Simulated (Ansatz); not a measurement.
**WS2 (Tungstenite) under changes of volume**

One of the cells (18.245 Å³/atom); the others are scaled copies at fixed shape and fractional positions:

```
W S
1.0
     3.18000    0.00000    0.00000
    -1.59000    2.75396    0.00000
     0.00000    0.00000   12.50000
W S
2 4
Cartesian
  1.5900 0.9180 9.3750
  0.0000 1.8360 3.1250
  1.5900 0.9180 4.6875
  0.0000 1.8360 10.9375
  1.5900 0.9180 1.5625
  0.0000 1.8360 7.8125
```

* Program: Ansatz 0.2.0
* Functional: PBE
* Potentials or basis: Ansatz PAW earlier set
* Cutoff: 880 eV
* Density cutoff: 3520 eV
* k mesh: 10 × 10 × 3
* Occupations: fermi-dirac, width 0.05 eV
* Spin: no spin polarisation

```csv
volume (Å³/atom),energy over the lowest point (meV/atom),pressure (GPa),gap on the mesh (eV),largest force (eV/Å)
17.150,?,?,?,?
17.515,28.57,9.6,1.08,0.897
17.880,11.04,5.8,1.11,0.502
18.245,1.80,2.4,1.12,0.137
18.610,0.00,-0.7,1.14,0.201
18.975,4.90,-3.5,1.15,0.513
19.340,15.81,-6.0,1.17,0.803
```

**Question.** What does the run at 17.150 Å³/atom give?

**Answer.** Energy over the lowest point 55.29 meV/atom; pressure 13.9 GPa; gap on the mesh 1.06 eV; largest force 1.323 eV/Å.

Worked out: A Birch-Murnaghan fit of order 3 (a polynomial in V^(-2/3)) to the other rows has its minimum at 18.52 Å³/atom with B0 = V·E''(V) = 153 GPa and B' = 4.4 at fixed shape and positions, which overstates the stiffness. It gives 55.33 meV/atom at 17.150 Å³/atom, against the run's 55.29, and -dE/dV = 13.9 GPa, against 13.9. A straight line through the other rows of the gap, of slope 0.851 eV per unit of ln V, extrapolates to 1.07 eV, against the run's 1.06.

Energies are extrapolated to zero smearing.

Caveats: odd divisions of the mesh miss points on the zone boundary, where band edges often lie, so the gap on the mesh can be too wide; spin-orbit coupling is left out, which moves the levels of the heavy elements; this functional lacks dispersion, which binds the layers, so the pressure and a relaxed spacing across them are unreliable; forces of over 1 eV/Å show positions far from the minimum, so gaps and moduli don't describe the material at rest (some runs).

A mesh can miss the band edges.
